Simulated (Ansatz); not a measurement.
## Zn: equation of state with r2SCANh

Crystal: Zn.

```
CELL_PARAMETERS angstrom
-1.56904 1.56904 1.56904
1.56904 -1.56904 1.56904
1.56904 1.56904 -1.56904
ATOMIC_POSITIONS crystal
Zn 0.00000 0.00000 0.00000
```

This isn't the form of Zn at room conditions, which is hcp.

```json
{"Program": "Ansatz 0.2.0", "Task": "equation of state", "Functional": "r2SCANh", "Potentials or basis": "Ansatz PAW", "Cutoff": "500 eV", "Density cutoff": "2000 eV", "k mesh": "6 × 6 × 6", "Occupations": "fermi-dirac, width 0.05 eV", "Spin": "no spin polarisation"}
```

The equilibrium volume is 14.74 Å³/atom and the bulk modulus is 85 GPa. The pressure derivative of the bulk modulus is 4.7.

Energy against volume, from the lowest point:
```
volume (Å³/atom)  energy (meV/atom)
          14.524               0.72
          14.833               0.00
          15.142               2.59
          15.451               8.14
          15.760              16.31
          16.069              26.82
          16.378              39.36
```

All runs of the series together: 50 s on 2 threads of Intel(R) Xeon(R) Processor @ 2.70GHz, with other jobs on the host.

Caveat: the k mesh is coarse (spacing up to 0.47 Å⁻¹), so the values aren't converged, least of all with exact exchange; the PAW data sets were made with another functional, which shifts forces and pressure a little.
